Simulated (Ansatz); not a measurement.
Molecular dynamics on a 1×1×1 supercell (8 atoms) of ZnSiP₂ (I-42d), relaxed with r2SCAN. Forces come from r2SCAN in the plane-wave code Ansatz: a Langevin thermostat at fixed volume, 1000 K, steps of 1.5 fs. Computed, non-magnetic; the trajectory is short and the cell small, so nothing here is a converged average.

```yaml
crystal:
  lattice:
    - [-2.6881834136, 2.6881834136, 5.2340656956]
    - [2.6881834136, -2.6881834136, 5.2340656956]
    - [2.6881834136, 2.6881834136, -5.2340656956]
  atoms:
    - { symbol: Zn, position: [0.0, 0.0, 0.0] }
    - { symbol: Zn, position: [0.75, 0.25, 0.5] }
    - { symbol: Si, position: [0.5, 0.5, 0.0] }
    - { symbol: Si, position: [0.25, 0.75, 0.5] }
    - { symbol: P, position: [0.375, 0.391875937, 0.516875937] }
    - { symbol: P, position: [0.875, 0.858124063, 0.483124063] }
    - { symbol: P, position: [0.608124063, 0.125, 0.983124063] }
    - { symbol: P, position: [0.141875937, 0.625, 0.016875937] }
kpoints:
  mp_grid: { grid: [4, 4, 4] }
hamiltonian:
  xc: r2scan
scf:
  occupations: { method: fermi_dirac, width: 0.086 }
md:
  ensemble: nvt_langevin
  temperature: 1000
  timestep: 1.5
  n_steps: 20
  initial_velocities: maxwell_boltzmann
  seed: 2046
```

Command: `ansatz run input.yaml --threads 4 --pin off --max-ram 4608MiB --backend cpu --events-out ev --progress --plain --runs-dir out`. Wall time 5.5 min on 4 threads of Arm Neoverse N1, on a shared host, load about 0.9 per core; peak host memory 1.2 GiB.

```
step  t (fs)  T (K)  free energy F from step 0 (meV/atom)  kinetic energy (meV/atom)  largest force (eV/Å)
   0       0    875                                   0.0                      113.1                  0.00
   1     1.5    957                                   0.9                      123.7                  0.30
   2       3    887                                   3.7                      114.6                  0.56
   3     4.5    833                                   7.8                      107.7                  0.80
   4       6    776                                  13.1                      100.3                  1.00
   5     7.5    763                                  19.3                       98.6                  1.17
   6       9    708                                  25.7                       91.5                  1.37
   7    10.5    645                                  31.8                       83.3                  1.54
   8      12    565                                  37.8                       73.1                  1.71
   9    13.5    539                                  44.2                       69.6                  1.88
  10      15    456                                  50.4                       59.0                  2.02
  11    16.5    422                                  56.0                       54.6                  2.14
  12      18    418                                  61.3                       54.0                  2.24
  13    19.5    502                                  66.3                       64.8                  2.35
  14      21    535                                  70.5                       69.1                  2.41
  15    22.5    537                                  73.8                       69.4                  2.45
  16      24    524                                  77.0                       67.8                  2.47
  17    25.5    531                                  79.5                       68.6                  2.46
  18      27    556                                  80.4                       71.9                  2.40
  19    28.5    619                                  80.2                       80.0                  2.30
  20      30    555                                  79.3                       71.8                  2.16
```

The temperature starts at 875 K, is lowest at step 12 (418 K, 18 fs) and ends at 555 K. The thermostat hasn't had time to restore it. The atoms start on their lattice sites with kinetic energy alone, so much of it first passes into potential energy. The first value is 7/8 of the setting, since velocities are drawn without the motion of the centre of mass and T is counted over all atoms. By the last step the atoms have moved 0.16 Å in the root mean square, the drift of the whole cell taken out, 0.24 Å at most.

Positions (Å) and forces (eV/Å) at step 20:
```
Zn   0.056  -0.053   0.165     0.200   0.467  -0.307
Zn   0.007   2.756   2.547    -0.908  -0.101   0.480
Si   0.007  -0.045   5.034    -0.755  -0.294   0.785
Si   2.631  -0.074   2.553     0.240   0.199  -0.390
P    1.500   1.515   1.383    -0.086  -1.754  -0.986
P    1.152   1.245   6.355     0.663   1.209   1.663
P    1.252   3.834  -1.323     0.452   0.925  -0.698
P    1.379  -1.312   3.941     0.194  -0.650  -0.546
```
